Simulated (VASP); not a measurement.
**AlN: evGW0 quasiparticle levels with PBE**

AlN:

```
CELL_PARAMETERS angstrom
0.00000 2.03452 2.03452
2.03452 0.00000 2.03452
2.03452 2.03452 0.00000
ATOMIC_POSITIONS crystal
Al 0.50000 0.50000 0.50000
N 0.00000 0.00000 0.00000
```

Measurements of this composition are mostly on another form, of space group No. 186.

```yaml
Program: VASP 6.6.1
Task: evGW0 quasiparticle levels
Functional: PBE
Potentials_or_basis: VASP PAW PBE potentials, release 64 (Al_GW, N_GW)
Cutoff: 500 eV
k_mesh: 5 × 5 × 5
Occupations: gaussian, width 0.01 eV
Spin: no spin polarisation
Cutoff_of_the_response_function: 100
Frequency_points: 64
Empty_bands: 38
GW_scheme: evGW0
GW_iterations: 4
Further_INCAR_settings: ALGO = EVGW0; EDIFF = 1e-08; NBANDS = 42
```

The band gap on the k mesh, mean-field level is 5.03 eV, indirect (least direct gap 5.41 eV). The quasiparticle gap is 6.67 eV. The least direct quasiparticle gap is 7.27 eV.

Levels at points of the mesh, in eV from the valence-band top:
| k point | band 2 | band 3 | band 4 | band 5 | band 6 | band 7 |
| --- | --- | --- | --- | --- | --- | --- |
| (0.00, 0.00, 0.00) | 0.00 | 0.00 | 0.00 | 5.41 | 12.08 | 12.08 |

Quasiparticle gap after each update of the energies (eV): 6.43, 6.64, 6.67, 6.67

Run time: 2.4 min on 1 thread of AMD EPYC 9R45 96-Core Processor (Zen 5) (shared host), peak memory 0.15 GiB.

Caveat: the k mesh is coarse (spacing up to 0.53 Å⁻¹), so the values aren't converged; bands, screening cutoff and mesh are small and nothing is extrapolated, so the quasiparticle values aren't converged; an odd mesh through Γ misses points on the zone boundary, where band edges often lie.
